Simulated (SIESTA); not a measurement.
# HfB2 under changes of volume

One of the cells (9.905 Å³/atom); the others are scaled copies at fixed shape and fractional positions:

```
Hf B
1.0
     3.14000    0.00000    0.00000
    -1.57000    2.71932    0.00000
     0.00000    0.00000    3.48000
Hf B
1 2
Direct
  0.00000 0.00000 0.00000
  0.66667 0.33333 0.50000
  0.33333 0.66667 0.50000
```

* Program: SIESTA 5.4.2
* Functional: LDA
* Potentials or basis: PseudoDojo 0.4 standard (LDA files)
* Basis: DZP (energy shift 0.003 Ry; two zetas on semicore shells)
* Grid cutoff: 800 Ry
* Energy shift: 0.003 Ry
* k mesh: 10 × 10 × 8
* Occupations: fermi-dirac, width 0.05 eV
* Spin: no spin polarisation

```tsv
volume (Å³/atom)	energy over the lowest point (meV/atom)	pressure (GPa)
9.311	?	?
9.509	0.00	0.9
9.707	2.43	-4.7
9.905	11.44	-9.8
10.103	26.40	-14.4
10.301	46.76	-18.5
10.499	71.96	-22.2
```

Question: What does the run at 9.311 Å³/atom give?

Answer: Energy over the lowest point 4.84 meV/atom; pressure 7.1 GPa.

Worked out: A Birch-Murnaghan fit of order 3 (a polynomial in V^(-2/3)) to the other rows has its minimum at 9.54 Å³/atom with B0 = V·E''(V) = 280 GPa and B' = 3.9 at fixed shape and positions, which overstates the stiffness. It gives 4.87 meV/atom at 9.311 Å³/atom, against the run's 4.84, and -dE/dV = 7.1 GPa, against 7.1.

Energies are extrapolated to zero smearing.

Caveats: short orbitals over semicore shells can move pressures by several GPa; the basis of atomic orbitals isn't converged, which shifts pressures, moduli and gaps.
